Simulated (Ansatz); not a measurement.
**Relaxing Na**

Computed with DFT PBE, scalar-relativistic, plane waves, PAW (Ansatz 0.2.0). (420 eV cutoff, 3×3×3 k-mesh, Gaussian smearing of 0.10 eV, no spin polarisation)

What was changed: Na interstitial, charge +0, atoms relaxed.

In a supercell of 19 atoms the defect feels its periodic images, and the cell reads as a metal on the mesh, so a level in the gap can't be told from a carrier in the bands.

Spin polarisation was left out.

Command:

```bash
ansatz run input.yaml --threads 4 --pin off --max-ram 8192MiB --backend cpu --events-out ev --progress --plain --runs-dir out
```

Input:

```yaml
crystal:
  lattice:
    - [5.6270240157, -3.2487638302, -6.0738689002]
    - [-5.6270240157, -3.2487638301, -6.0738689002]
    - [1.0e-10, 6.4975276604, -6.0738689002]
  atoms:
    - { symbol: Na, position: [0.1388888889, 0.4722222222, 0.1388888889] }
    - { symbol: Na, position: [0.8055555556, 0.4722222222, 0.4722222222] }
    - { symbol: Na, position: [0.4722222222, 0.1388888889, 0.1388888889] }
    - { symbol: Na, position: [0.4722222222, 0.4722222222, 0.8055555556] }
    - { symbol: Na, position: [0.1388888889, 0.1388888889, 0.4722222222] }
    - { symbol: Na, position: [0.8055555556, 0.8055555556, 0.1388888889] }
    - { symbol: Na, position: [0.8055555556, 0.1388888889, 0.8055555556] }
    - { symbol: Na, position: [0.4722222222, 0.8055555556, 0.4722222222] }
    - { symbol: Na, position: [0.1388888889, 0.8055555556, 0.8055555556] }
    - { symbol: Na, position: [0.1944444444, 0.1944444444, 0.8611111111] }
    - { symbol: Na, position: [0.8611111111, 0.1944444444, 0.1944444444] }
    - { symbol: Na, position: [0.5277777778, 0.8611111111, 0.8611111111] }
    - { symbol: Na, position: [0.5277777778, 0.1944444444, 0.5277777778] }
    - { symbol: Na, position: [0.1944444444, 0.8611111111, 0.1944444444] }
    - { symbol: Na, position: [0.8611111111, 0.5277777778, 0.8611111111] }
    - { symbol: Na, position: [0.8611111111, 0.8611111111, 0.5277777778] }
    - { symbol: Na, position: [0.5277777778, 0.5277777778, 0.1944444444] }
    - { symbol: Na, position: [0.1944444444, 0.5277777778, 0.5277777778] }
    - { symbol: Na, position: [0.0102859364, -0.0062644294, 0.0025958164] }
basis:
  ecutwfc: 420
  xc_grid: 2
kpoints:
  mp_grid: { grid: [3, 3, 3], shift: [0.0, 0.0, 0.0] }
hamiltonian:
  xc: pbe
scf:
  occupations: { method: gaussian, width: 0.1 }
output:
  forces: true
  stress: false
  eigenvalues: true
relax:
  adjacent_minimum: "off"
  f_tol: 0.02
  max_steps: 60
```

F is the free energy.

Steps:

```csv
step,F − F(1) (eV),largest force component (eV/Å)
1,0.0000,0.761
2,-0.4859,0.521
3,-0.9711,0.213
4,-1.1200,0.035
5,-1.1374,0.027
6,-1.1401,0.031
7,-1.1550,0.021
8,-1.1647,0.018
9,-1.1686,0.010
10,-1.1698,0.018
11,-1.1701,0.013
```

Relaxed structure:

```cif
data_structure
_symmetry_space_group_name_H-M 'P 1'
_symmetry_Int_Tables_number 1
_cell_length_a 8.8944
_cell_length_b 8.8944
_cell_length_c 8.8944
_cell_angle_alpha 78.492
_cell_angle_beta 78.492
_cell_angle_gamma 78.492
_cell_volume 666.21
loop_
_atom_site_label
_atom_site_type_symbol
_atom_site_fract_x
_atom_site_fract_y
_atom_site_fract_z
_atom_site_occupancy
Na1 Na 0.12047 0.50924 0.12761 1
Na2 Na 0.80849 0.46797 0.47381 1
Na3 Na 0.45113 0.15937 0.14574 1
Na4 Na 0.47948 0.46969 0.80848 1
Na5 Na 0.13094 0.13673 0.49386 1
Na6 Na 0.74212 0.80794 0.15101 1
Na7 Na 0.78800 0.14000 0.80327 1
Na8 Na 0.50729 0.79366 0.50769 1
Na9 Na 0.15365 0.75421 0.72941 1
Na10 Na 0.18897 0.25256 0.84866 1
Na11 Na 0.85619 0.21672 0.19435 1
Na12 Na 0.48880 0.88013 0.87292 1
Na13 Na 0.53109 0.19118 0.52606 1
Na14 Na 0.25728 0.84504 0.27336 1
Na15 Na 0.84052 0.55188 0.85072 1
Na16 Na 0.86855 0.87032 0.49800 1
Na17 Na 0.52773 0.51849 0.19119 1
Na18 Na 0.20412 0.49747 0.49768 1
Na19 Na 0.06545 0.93113 0.00878 1
```

The run converged. It took 3.9 min on 4 threads of Arm Neoverse V2, on a shared host, peak memory 1.9 GiB.